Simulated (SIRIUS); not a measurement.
# GaP (F-43m) in SIRIUS: reference runs

Aim: a first look at GaP with PBEsol, on the cell as given.

Program: SIRIUS 7.12.0. These are calculated values, not measurements. Logs are shortened: lines on timing, memory, paths and dates and some standing lists are left out, and cuts for length are marked. The log counts tension as positive stress, the text compression.

**The experiment to reproduce.**

From “Stacking defects in GaP nanowires: Electronic structure and optical properties”, 2018, arxiv:1810.01194, for a bulk crystal of GaP at 10 K: band gap 2.34 eV (indirect).

How close the calculation comes is told below.

## (1) The structure

It takes space group F-43m (No. 216, cubic). Conventional cell: a = 5.451 Å, b = 5.451 Å, c = 5.451 Å, α = 90.00°, β = 90.00°, γ = 90.00°. Around Ga (site symmetry -43m) lie 4 P at 2.36 Å. P (site symmetry -43m) is surrounded by 4 Ga at 2.36 Å.

## (2) Single point, PBEsol

sirius.json reads:

```json
{
  "control": {
    "processing_unit": "cpu",
    "std_evp_solver_name": "lapack",
    "gen_evp_solver_name": "lapack",
    "verbosity": 2,
    "print_forces": true,
    "ortho_rf": true,
    "use_second_variation": true,
    "rmt_max": 3.0,
    "num_bands_to_print": 24,
    "save_wf": true
  },
  "parameters": {
    "electronic_structure_method": "full_potential_lapwlo",
    "xc_functionals": ["XC_GGA_X_PBE_SOL", "XC_GGA_C_PBE_SOL"],
    "core_relativity": "dirac",
    "valence_relativity": "iora",
    "num_fv_states": 24,
    "smearing": "fermi_dirac",
    "smearing_width": 0.0018374661,
    "pw_cutoff": 20,
    "gk_cutoff": 3.84,
    "lmax_apw": 10,
    "lmax_rho": 8,
    "lmax_pot": 8,
    "num_mag_dims": 0,
    "auto_rmt": 0,
    "ngridk": [8, 8, 8],
    "shiftk": [0, 0, 0],
    "num_dft_iter": 80,
    "energy_tol": 1e-07,
    "density_tol": 1e-05,
    "use_symmetry": true
  },
  "settings": {"tol_ne": 1e-10},
  "iterative_solver": {"type": "exact"},
  "mixer": {"type": "anderson", "beta": 0.5, "max_history": 8},
  "unit_cell": {
    "lattice_vectors": [[0.0, 5.1499761211, 5.1499761211], [5.1499761211, 0.0, 5.1499761211], [5.1499761211, 5.1499761211, 0.0]],
    "atom_types": ["Ga", "P"],
    "atom_files": {"Ga": "Ga.json", "P": "P.json"},
    "atoms": {"Ga": [[0.0, 0.0, 0.0]], "P": [[0.75, 0.75, 0.75]]}
  }
}
```

Ga.json reads:

```json
{
  "name": "gallium",
  "symbol": "Ga",
  "number": 31,
  "mass": 69.723,
  "rmin": 1e-06,
  "rmt": 2.19,
  "nrmt": 800,
  "rinf": 19.67,
  "core": "1s2s2p",
  "valence": [
    {"basis": [{"enu": -0.01, "dme": 0, "n": 0, "auto": 0}, {"enu": -0.01, "dme": 1, "n": 0, "auto": 0}]},
    {"l": 0, "n": 1, "basis": [{"enu": 0.0221, "dme": 0, "n": 0, "auto": 0}]},
    {"l": 1, "n": 2, "basis": [{"enu": 0.09, "dme": 0, "n": 0, "auto": 0}]},
    {"l": 2, "n": 3, "basis": [{"enu": 0.09, "dme": 0, "n": 0, "auto": 0}]},
    {"l": 3, "n": 4, "basis": [{"enu": 0.09, "dme": 0, "n": 0, "auto": 0}]}
  ],
  "lo": [
    {
      "l": 0,
      "basis": [{"enu": 0.0221, "dme": 0, "n": 0, "auto": 0}, {"enu": 0.0221, "dme": 1, "n": 0, "auto": 0}]
    },
    {
      "l": 0,
      "basis": [{"enu": -5.2143, "dme": 0, "n": 3, "auto": 1}, {"enu": -5.2143, "dme": 1, "n": 3, "auto": 1}]
    },
    {
      "l": 0,
      "basis": [{"enu": -5.2143, "dme": 1, "n": 3, "auto": 1}, {"enu": 0.0221, "dme": 0, "n": 0, "auto": 0}]
    },
    {
      "l": 0,
      "basis": [{"enu": 0.0221, "dme": 0, "n": 0, "auto": 0}, {"enu": 3.3581, "dme": 0, "n": 0, "auto": 0}]
    },
    {"l": 1, "basis": [{"enu": 0.09, "dme": 0, "n": 0, "auto": 0}, {"enu": 0.09, "dme": 1, "n": 0, "auto": 0}]},
    {
      "l": 1,
      "basis": [{"enu": -3.4308, "dme": 0, "n": 3, "auto": 1}, {"enu": -3.4308, "dme": 1, "n": 3, "auto": 1}]
    },
    {
      "l": 1,
      "basis": [{"enu": -3.4308, "dme": 1, "n": 3, "auto": 1}, {"enu": 0.09, "dme": 0, "n": 0, "auto": 0}]
    },
    {"l": 1, "basis": [{"enu": 0.09, "dme": 0, "n": 0, "auto": 0}, {"enu": 3.9265, "dme": 0, "n": 0, "auto": 0}]},
    {"l": 2, "basis": [{"enu": 0.09, "dme": 0, "n": 0, "auto": 0}, {"enu": 0.09, "dme": 1, "n": 0, "auto": 0}]},
    {
      "l": 2,
      "basis": [{"enu": -0.5241, "dme": 0, "n": 3, "auto": 1}, {"enu": -0.5241, "dme": 1, "n": 3, "auto": 1}]
    },
    {
      "l": 2,
      "basis": [{"enu": -0.5241, "dme": 1, "n": 3, "auto": 1}, {"enu": 0.09, "dme": 0, "n": 0, "auto": 0}]
    },
    {"l": 2, "basis": [{"enu": 0.09, "dme": 0, "n": 0, "auto": 0}, {"enu": 4.4269, "dme": 0, "n": 0, "auto": 0}]},
    {"l": 3, "basis": [{"enu": 0.09, "dme": 0, "n": 0, "auto": 0}, {"enu": 0.09, "dme": 1, "n": 0, "auto": 0}]},
    {"l": 3, "basis": [{"enu": 0.09, "dme": 0, "n": 0, "auto": 0}, {"enu": 3.7179, "dme": 0, "n": 0, "auto": 0}]}
  ],
  "free_atom": [... radial grid and density of the free atom, the start of the SCF ...]
}
```

P.json reads:

```json
{
  "name": "phosphorus",
  "symbol": "P",
  "number": 15,
  "mass": 30.973762,
  "rmin": 1e-06,
  "rmt": 2.1,
  "nrmt": 800,
  "rinf": 15.16,
  "core": "1s",
  "valence": [
    {"basis": [{"enu": -0.01, "dme": 0, "n": 0, "auto": 0}, {"enu": -0.01, "dme": 1, "n": 0, "auto": 0}]},
    {"l": 0, "n": 1, "basis": [{"enu": -0.0145, "dme": 0, "n": 0, "auto": 0}]},
    {"l": 1, "n": 2, "basis": [{"enu": 0.09, "dme": 0, "n": 0, "auto": 0}]},
    {"l": 2, "n": 3, "basis": [{"enu": 0.09, "dme": 0, "n": 0, "auto": 0}]},
    {"l": 3, "n": 4, "basis": [{"enu": 0.09, "dme": 0, "n": 0, "auto": 0}]}
  ],
  "lo": [
    {
      "l": 0,
      "basis": [{"enu": -0.0145, "dme": 0, "n": 0, "auto": 0}, {"enu": -0.0145, "dme": 1, "n": 0, "auto": 0}]
    },
    {
      "l": 0,
      "basis": [{"enu": -0.0145, "dme": 1, "n": 0, "auto": 0}, {"enu": -0.0145, "dme": 2, "n": 0, "auto": 0}]
    },
    {
      "l": 0,
      "basis": [{"enu": -6.0606, "dme": 0, "n": 2, "auto": 1}, {"enu": -6.0606, "dme": 1, "n": 2, "auto": 1}]
    },
    {
      "l": 0,
      "basis": [{"enu": -0.0145, "dme": 0, "n": 0, "auto": 0}, {"enu": 2.7066, "dme": 0, "n": 0, "auto": 0}]
    },
    {"l": 1, "basis": [{"enu": 0.09, "dme": 0, "n": 0, "auto": 0}, {"enu": 0.09, "dme": 1, "n": 0, "auto": 0}]},
    {
      "l": 1,
      "basis": [{"enu": -4.2788, "dme": 0, "n": 2, "auto": 1}, {"enu": -4.2788, "dme": 1, "n": 2, "auto": 1}]
    },
    {
      "l": 1,
      "basis": [{"enu": -4.2788, "dme": 1, "n": 2, "auto": 1}, {"enu": 0.09, "dme": 0, "n": 0, "auto": 0}]
    },
    {"l": 1, "basis": [{"enu": 0.09, "dme": 0, "n": 0, "auto": 0}, {"enu": 4.2623, "dme": 0, "n": 0, "auto": 0}]},
    {"l": 2, "basis": [{"enu": 0.09, "dme": 0, "n": 0, "auto": 0}, {"enu": 0.09, "dme": 1, "n": 0, "auto": 0}]},
    {"l": 2, "basis": [{"enu": 0.09, "dme": 1, "n": 0, "auto": 0}, {"enu": 0.09, "dme": 2, "n": 0, "auto": 0}]},
    {"l": 2, "basis": [{"enu": 0.09, "dme": 0, "n": 0, "auto": 0}, {"enu": 3.6274, "dme": 0, "n": 0, "auto": 0}]},
    {"l": 3, "basis": [{"enu": 0.09, "dme": 0, "n": 0, "auto": 0}, {"enu": 0.09, "dme": 1, "n": 0, "auto": 0}]}
  ],
  "free_atom": [... radial grid and density of the free atom, the start of the SCF ...]
}
```

sirius_start.json reads:

```json
{
  "control": {
    "processing_unit": "cpu",
    "std_evp_solver_name": "lapack",
    "gen_evp_solver_name": "lapack",
    "verbosity": 1,
    "print_forces": false,
    "ortho_rf": true,
    "use_second_variation": true,
    "rmt_max": 3.0,
    "num_bands_to_print": 24,
    "save_wf": false
  },
  "parameters": {
    "electronic_structure_method": "full_potential_lapwlo",
    "xc_functionals": ["XC_LDA_X", "XC_LDA_C_PW"],
    "core_relativity": "dirac",
    "valence_relativity": "iora",
    "num_fv_states": 24,
    "smearing": "fermi_dirac",
    "smearing_width": 0.0055123983,
    "pw_cutoff": 20,
    "gk_cutoff": 3.07,
    "lmax_apw": 10,
    "lmax_rho": 8,
    "lmax_pot": 8,
    "num_mag_dims": 0,
    "auto_rmt": 0,
    "ngridk": [3, 3, 3],
    "shiftk": [0, 0, 0],
    "num_dft_iter": 30,
    "energy_tol": 0.01,
    "density_tol": 0.05,
    "use_symmetry": true
  },
  "settings": {"tol_ne": 1e-10},
  "iterative_solver": {"type": "exact"},
  "mixer": {"type": "anderson", "beta": 0.5, "max_history": 8},
  "unit_cell": {
    "lattice_vectors": [[0.0, 5.1499761211, 5.1499761211], [5.1499761211, 0.0, 5.1499761211], [5.1499761211, 5.1499761211, 0.0]],
    "atom_types": ["Ga", "P"],
    "atom_files": {"Ga": "Ga.json", "P": "P.json"},
    "atoms": {"Ga": [[0.0, 0.0, 0.0]], "P": [[0.75, 0.75, 0.75]]}
  }
}
```

Potentials or basis: all-electron FP-LAPW, apw+lo standard.

On the command line:

```sh
OMP_NUM_THREADS=1 sirius.scf --input=sirius_start.json --output=start.json
OMP_NUM_THREADS=1 sirius.scf --input=sirius.json --output=output.json --task=1
```

What it wrote:

```text
[info] SIRIUS version : 7.12.0
[info] number of MPI ranks           : 1
[info] MPI grid                      : 1 1
[info] maximum number of OMP threads : 1
[fft] FFT context for density and potential
[fft] =====================================
[fft]   plane wave cutoff                     : 20
[fft]   grid size                             : 50 50 50   total : 125000
[fft]   grid limits                           : -24 25   -24 25   -24 25
[fft]   number of G-vectors within the cutoff : 36685
[fft]   number of G-shells                    : 982
[fft] FFT context for coarse grid
[fft] =====================================
[fft]   plane wave cutoff                     : 7.68
[fft]   grid size                             : 20 20 20   total : 8000
[fft]   grid limits                           : -9 10   -9 10   -9 10
[fft]   number of G-vectors within the cutoff : 2085
[fft]   number of G-shells                    : 79
[unit cell] lattice vectors
[unit cell]   a1 :       0.0000000000      5.1499761211      5.1499761211
[unit cell]   a2 :       5.1499761211      0.0000000000      5.1499761211
[unit cell]   a3 :       5.1499761211      5.1499761211      0.0000000000
[unit cell] reciprocal lattice vectors
[unit cell]   b1 :      -0.6100208195      0.6100208195      0.6100208195
[unit cell]   b2 :       0.6100208195     -0.6100208195      0.6100208195
[unit cell]   b3 :       0.6100208195      0.6100208195     -0.6100208195
[unit cell] unit cell volume :       273.17795005 [a.u.^3]
[unit cell] 1/sqrt(omega)    :         0.06050304
[unit cell] MT volume        :        82.78917226 (30.31%)
[unit cell] IT volume        :       190.38877779 (69.69%)
[unit cell] number of atom types : 2
[unit cell] type id : 0 symbol : Ga mt_radius :   2.190000 num_atoms : 1
[unit cell] type id : 1 symbol :  P mt_radius :   2.100000 num_atoms : 1
[unit cell] total number of atoms : 2
[unit cell] number of symmetry classes : 2
[unit cell] atom id  type id  class id             position                      vector_field
[unit cell] ------------------------------------------------------------------------------------------
[unit cell]      0        0        0      0.00000   0.00000   0.00000      0.00000   0.00000   0.00000
[unit cell]      1        1        1      0.75000   0.75000   0.75000      0.00000   0.00000   0.00000
[unit cell] atom id         position (Cartesian, a.u.)
[unit cell] ---------------------------------------------
[unit cell]      0       0.000000    0.000000    0.000000
[unit cell]      1       7.724964    7.724964    7.724964
[unit cell] class id : 0 atom id : 0
[... 354 lines left out ...]
[generate_core_charge_density] atom class : 0
[generate_core_charge_density]   n,l,k : 1 0 1  energy :        -375.19044449
[generate_core_charge_density]   n,l,k : 2 0 1  energy :         -45.98724407
[generate_core_charge_density]   n,l,k : 2 1 1  energy :         -40.68285811
[generate_core_charge_density]   n,l,k : 2 1 2  energy :         -39.66771467
[generate_core_charge_density] atom class : 1
[generate_core_charge_density]   n,l,k : 1 0 1  energy :         -76.05040526
[find] Total energy                   :   -2284.20493762 (Ha),   -4568.40987524 (Ry)
[find] iteration : 1, RMS (target) : 7.4105e-02 (1.0000e-05) , energy difference (target) : -6.8775e-05 (1.0000e-07)
[find] Total energy                   :   -2284.20493352 (Ha),   -4568.40986704 (Ry)
[find] iteration : 2, RMS (target) : 5.7355e-03 (1.0000e-05) , energy difference (target) : 4.0993e-06 (1.0000e-07)
[find] Total energy                   :   -2284.20493340 (Ha),   -4568.40986681 (Ry)
[... 16 lines left out ...]
[find] valence_eval_sum               :     -70.49506310
[find] core_eval_sum                  :   -1234.45809477
[find] kinetic energy                 :    2322.60133302
[find] enuc                           :   -2759.62659847
[find] <rho|V^{XC}>                   :    -126.82865862
[find] <rho|E^{XC}>                   :     -96.81677336
[find] <mag|B^{XC}>                   :       0.00000000
[find] <rho|V^{H}>                    :   -3500.72583227
[find] smearing (-TS)                 :      -0.00000000
[find] SCF correction                 :       0.00001769
[find] Total energy                   :   -2284.20493727 (Ha),   -4568.40987453 (Ry)
[find] Free energy (E-TS)             :   -2284.20493727 (Ha),   -4568.40987453 (Ry)
[find] band gap (eV)                  :       1.51519257
[find] Efermi                         :       0.20081392
[find] iteration : 6, RMS (target) : 5.1413e-06 (1.0000e-05) , energy difference (target) : 4.0443e-08 (1.0000e-07)
[find] converged after 7 SCF iterations!
[find] Charges and magnetic moments
[find] --------------------------------------------------------------------------------
[find] atom      charge    core leakage
[find] --------------------------------------------------------------------------------
[find]    0   29.297816    8.370884e-15
[find]    1   13.092757    0.000000e+00
[find] total core leakage    : 8.37088440e-15
[find] interstitial charge   : 3.609426
[find] total charge          : 45.999999
[find] Energy
[find] --------------------------------------------------------------------------------
[find] valence_eval_sum               :     -70.49506310
[find] core_eval_sum                  :   -1234.45809477
[find] kinetic energy                 :    2322.60133302
[find] enuc                           :   -2759.62659847
[find] <rho|V^{XC}>                   :    -126.82865862
[find] <rho|E^{XC}>                   :     -96.81677336
[find] <mag|B^{XC}>                   :       0.00000000
[find] <rho|V^{H}>                    :   -3500.72583227
[find] smearing (-TS)                 :      -0.00000000
[find] SCF correction                 :       0.00001769
[find] Total energy                   :   -2284.20493727 (Ha),   -4568.40987453 (Ry)
[find] Free energy (E-TS)             :   -2284.20493727 (Ha),   -4568.40987453 (Ry)
[find] band gap (eV)                  :       1.51519257
[find] Efermi                         :       0.20081392
[ground_state]
[ground_state] ==== total Forces in Ha/bohr =====
[ground_state] atom:    0, force:      -0.0000000     -0.0000000      0.0000000
[ground_state] atom:    1, force:       0.0000000      0.0000000     -0.0000000
[ground_state] ==== contribution from density =====
[ground_state] atom:    0, force:       0.0000000      0.0000000     -0.0000000
[ground_state] atom:    1, force:       0.0000000      0.0000000      0.0000000
[ground_state] ==== contribution from Hartree potential =====
[ground_state] atom:    0, force:      -0.0000000      0.0000000      0.0000000
[ground_state] atom:    1, force:      -0.0000000      0.0000000      0.0000000
[ground_state] ==== contribution from IBS =====
[ground_state] atom:    0, force:      -0.0000000     -0.0000000      0.0000000
[ground_state] atom:    1, force:       0.0000000      0.0000000     -0.0000000
```

Run time: 31 s. Hardware: 1 thread of Intel Xeon 6975P-C (Granite Rapids), shared host; peak memory 0.44 GiB.

Results:

```yaml
Free_energy: -62156.3828 eV
Band_gap_on_the_k_mesh: 1.52 eV, indirect (least direct gap 1.74 eV)
All_electrons_inside_the_program's_atomic_spheres: Ga 29.30; P 13.09 (radii Ga 2.19, P 2.1 bohr)
```

Levels at points of the mesh, in eV from the valence-band top:
```tsv
k point	band 15	band 16	band 17	band 18	band 19	band 20
(0.00, 0.00, 0.00)	0.00	0.00	0.00	1.74	3.82	3.82
(0.50, 0.00, 0.00)	-6.69	-1.13	-1.13	1.58	4.64	4.64
(0.50, 0.50, 0.00)	-6.80	-2.71	-2.71	1.52	1.72	10.52
```

## (3) Comparison with measurements

Step 2. Measured gap of GaP: 2.34 eV (indirect; 10 K; quoted in “Stacking defects in GaP nanowires: Electronic structure and optical properties”, 2018, arxiv:1810.01194). This calculation gives 1.52 eV (-0.82 eV). Spin-orbit coupling on Ga is left out. The value is that of PBEsol on a finite k mesh, which can miss the band edges, without temperature or zero-point motion. Semilocal functionals fall short of measured gaps as a rule.
